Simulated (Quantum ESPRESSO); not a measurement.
A calculation with Quantum ESPRESSO 7.5 of HfC (native input, structure typed inline):

File pw.in:

```
&CONTROL
  calculation = 'scf'
  prefix = 'pwscf'
  outdir = './tmp'
  pseudo_dir = './pseudo'
  tprnfor = .true.
  tstress = .true.
  disk_io = 'nowf'
/
&SYSTEM
  ibrav = 0
  nat = 2
  ntyp = 2
  ecutwfc = 60
  ecutrho = 440
  nbnd = 14
  occupations = 'smearing'
  smearing = 'fd'
  degauss = 0.00367493
/
&ELECTRONS
  conv_thr = 4d-10
  electron_maxstep = 120
  mixing_beta = 0.5
/
ATOMIC_SPECIES
Hf   178.4900 Hf-sp.oncvpsp.upf
C     12.0110 C.pbe-n-kjpaw_psl.1.0.0.UPF
CELL_PARAMETERS angstrom
   0.0000000000    2.3250000000    2.3250000000
   2.3250000000    0.0000000000    2.3250000000
   2.3250000000    2.3250000000    0.0000000000
ATOMIC_POSITIONS crystal
Hf     0.5000000000    0.5000000000    0.5000000000
C      0.0000000000    0.0000000000    0.0000000000
K_POINTS automatic
10 10 10 0 0 0
```

Potentials or basis: SSSP 1.3 efficiency PBE.

Command:

```bash
$ OMP_NUM_THREADS=1 pw.x -in pw.in > pw.out
```

Problem. Write the same calculation in another form: ASE script, structure from a P1 CIF.

Solution. As run:

run.py

```python
import numpy as np
from ase.calculators.espresso import Espresso, EspressoProfile
from ase.io import read

atoms = read('HfC.cif')

input_data = {
    'control': {'calculation': 'scf', 'prefix': 'pwscf', 'outdir': './tmp', 'tprnfor': True, 'tstress': True, 'disk_io': 'nowf'},
    'system': {'ecutwfc': 60.0, 'ecutrho': 440.0, 'nbnd': 14, 'occupations': 'smearing', 'smearing': 'fd', 'degauss': 0.00367493},
    'electrons': {'conv_thr': 4e-10, 'electron_maxstep': 120, 'mixing_beta': 0.5},
}
pseudopotentials = {'Hf': 'Hf-sp.oncvpsp.upf', 'C': 'C.pbe-n-kjpaw_psl.1.0.0.UPF'}
profile = EspressoProfile(command='pw.x', pseudo_dir='pseudo')
dft = Espresso(profile=profile, input_data=input_data, pseudopotentials=pseudopotentials, kpts=(10, 10, 10), koffset=(0, 0, 0))
atoms.calc = dft

print(f'energy {atoms.get_potential_energy():.8f} eV')
print('forces (eV/A)')
print(np.round(atoms.get_forces(), 6))
print('stress (eV/A^3, Voigt)')
print(np.round(atoms.get_stress(), 8))
print(f'Fermi level {dft.get_fermi_level():.4f} eV')
```

HfC.cif

```cif
data_HfC
_cell_length_a 3.28804653
_cell_length_b 3.28804653
_cell_length_c 3.28804653
_cell_angle_alpha 60.00000000
_cell_angle_beta 60.00000000
_cell_angle_gamma 60.00000000
_space_group_name_H-M_alt 'P1'
_space_group_name_Hall 'P 1'
_space_group_IT_number 1
loop_
_space_group_symop_operation_xyz
'x,y,z'
loop_
_atom_site_label
_atom_site_type_symbol
_atom_site_symmetry_multiplicity
_atom_site_Wyckoff_symbol
_atom_site_fract_x
_atom_site_fract_y
_atom_site_fract_z
_atom_site_occupancy
Hf1 Hf 1 a 0.5000000000 0.5000000000 0.5000000000 1
C1 C 1 a 0.0000000000 0.0000000000 0.0000000000 1
```

Potentials or basis: SSSP 1.3 efficiency PBE.

Command:

```console
$ OMP_NUM_THREADS=1 python run.py
```

Both were run:

|  | native input, structure typed inline | ASE script, structure from a P1 CIF |
| --- | --- | --- |
| Pressure | 0.5 GPa | 0.5 GPa |
| Band gap on the k mesh | none (metal or under the smearing width) | none (metal or under the smearing width) |

Keys that steer only the numerical path or the files written may differ.
